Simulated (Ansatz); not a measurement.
The cell is COD entry 9013008, as deposited and not checked against the literature; nothing was relaxed. The listed cell was then made from it by scaling, straining or moving an atom.

An input for Sb: DFT, PBE, all-electron LAPW, scalar-relativistic (Ansatz 0.2.0).

```yaml
crystal:
  lattice:
    - [3.2219765188, 0.0, 0.0]
    - [0.0, 3.2219765188, 0.0]
    - [0.0, 0.0, 3.2219765188]
  atoms:
    - { symbol: Sb, position: [0.0, 0.0, 0.0] }
kpoints:
  mp_grid: { grid: [13, 13, 13] }
scf:
  occupations: { method: fermi_dirac, width: 0.05 }
hamiltonian:
  xc: pbe
  pseudopotentials: { kind: all_electron, lapw: { basis_error: 0.001 } }
output:
  forces: true
  stress: true
  eigenvalues: true
```

Set-up and iterations as logged by Ansatz (the results part is left out, to be predicted):

```
LAPW: plane waves up to 6.769 Å⁻¹, error target 1.0e-3 eV per atom; small_component_spin mean_spin; Sb in spheres of 1.611 Å, 23 of its electrons in bands, Dirac shells []
Engine: ansatz 0.2.0
Pseudopotentials: kind: all_electron
Pseudopotential: Sb, LAPW, valence charge 23, Koelling and Harmon's equation, gaussian nucleus
Functional definition: PBE
  parameter kappa = 0.804
  parameter beta = 0.06672455060314922
  exchange = pbe_x(kappa = kappa, mu = beta*pi^2/3)
  correlation = pbe_c(beta = beta)
Crystal: 1 atoms, lattice volume = 33.448 Å³
Basis set: ecut = 174.5509337501097 eV, 179 PW (Γ), exchange–correlation at level 2
Bands: 16, of which v1, the nominal top of the filled ones, is band 12 counted from 1 (11 counted from 0)
Symmetry: 48 space group operations
Space group: Pm-3m (ITA 221), of the structure as read, at distance tolerance 3.2e-5 Å
k-points: 84 of 2197
Non-local potential: Sb, projectors of the file, none
Initial density: superposition of atomic densities (chi_scale 0.1, normalization cell)
Initial wavefunctions: plane waves of lowest kinetic energy (no species holds an atomic orbital)
Functional: x = pbe(κ = 0.804, μ = 0.2195149727645171), c = pbe(β = 0.06672455060314922)
iter 1 solved again at ethr=5.63e-5 eV; its pass at ethr=1.00e-1 eV (dr2=1.29e-2 eV) is discarded
SCF iter   1: F=—  HF=-176368.098316 eV  |F-HF|=—  |Δ(HF+E_count)|=         —  Δρ=7.49e-3  dr2=1.29e-2  ethr=5.63e-5  ⟨swp⟩=3.2  Hψ=9393  notcnv=0
SCF iter   2: F=—  HF=-176368.097939 eV  |F-HF|=—  |Δ(HF+E_count)|=   3.76e-4  Δρ=5.10e-3  dr2=7.27e-3  ethr=5.63e-5  ⟨swp⟩=2.0  Hψ=3746  notcnv=0
iter 3 solved again at ethr=2.04e-6 eV; its pass at ethr=3.16e-5 eV (dr2=4.70e-4 eV) is discarded
SCF iter   3: F=—  HF=-176368.101198 eV  |F-HF|=—  |Δ(HF+E_count)|=   3.26e-3  Δρ=1.29e-3  dr2=4.72e-4  ethr=2.04e-6  ⟨swp⟩=2.0  Hψ=6571  notcnv=0
SCF iter   4: F=—  HF=-176368.101229 eV  |F-HF|=—  |Δ(HF+E_count)|=   3.11e-5  Δρ=1.62e-4  dr2=1.07e-5  ethr=2.04e-6  ⟨swp⟩=2.1  Hψ=3758  notcnv=0
SCF iter   5: F=—  HF=-176368.101241 eV  |F-HF|=—  |Δ(HF+E_count)|=   1.18e-5  Δρ=2.58e-5  dr2=2.38e-7  ethr=4.66e-8  ⟨swp⟩=3.0  Hψ=3934  notcnv=0
SCF iter   6: F=-176368.101242 eV  HF=-176368.101242 eV  |F-HF|=3.35e-9  |Δ(HF+E_count)|=   8.90e-7  Δρ=1.99e-6  dr2=1.15e-9  ethr=1.04e-9  ⟨swp⟩=3.0  Hψ=3961  notcnv=0
```

What pressure will this run report?

-4.70 GPa (positive in compression).
